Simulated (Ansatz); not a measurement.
Crystal: Mn3Si.

```xyz
4
Lattice="0.0000 2.8610 2.8610 2.8610 0.0000 2.8610 2.8610 2.8610 0.0000" Properties=species:S:1:pos:R:3 pbc="T T T"
Mn    4.2915    4.2915    4.2915
Mn    1.4305    1.4305    1.4305
Mn    2.8610    2.8610    2.8610
Si    0.0000    0.0000    0.0000
```

* Program: Ansatz 0.2.0
* Task: relaxation of cell and atoms
* Functional: PBEsol
* Potentials or basis: Ansatz PAW
* Cutoff: 420 eV (not typed: the program's choice for these potentials)
* k mesh: 8 × 8 × 8
* Occupations: fermi-dirac, width 0.05 eV
* Spin: collinear spin, ferromagnetic start
* Starting moments: [4.0, 4.0, 4.0, 0.0] μB

At the start: volume 11.71 Å³/atom.

Task: Where does the relaxation end?

Result: It ends after 5 steps and the volume is 10.77 Å³/atom (-8.0 %); space group Fm-3m (No. 225, to 0.05 Å); moment 1.08 μB per cell.

The path:
```tsv
step	energy change (eV)	largest force (eV/Å)	volume (Å³)
1	0.0000	0.0000	46.84
2	-0.1761	0.0000	44.33
3	-0.2005	0.0000	42.91
4	-0.2008	0.0000	43.08
5	-0.2000	0.0000	43.08
```

Final structure:
```
CELL_PARAMETERS angstrom
0.00000 2.78232 2.78232
2.78232 0.00000 2.78232
2.78232 2.78232 0.00000
ATOMIC_POSITIONS crystal
Mn 0.75000 0.75000 0.75000
Mn 0.25000 0.25000 0.25000
Mn 0.50000 0.50000 0.50000
Si 0.00000 0.00000 0.00000
```

Caveat: the plane-wave basis is chosen anew once the cell has moved, so the energies of steps on either side of that aren't comparable; the PAW data sets come from PBE, with cores solved anew for the run's functional, which leaves a small shift of forces and pressure; the starting moments weren't kept.
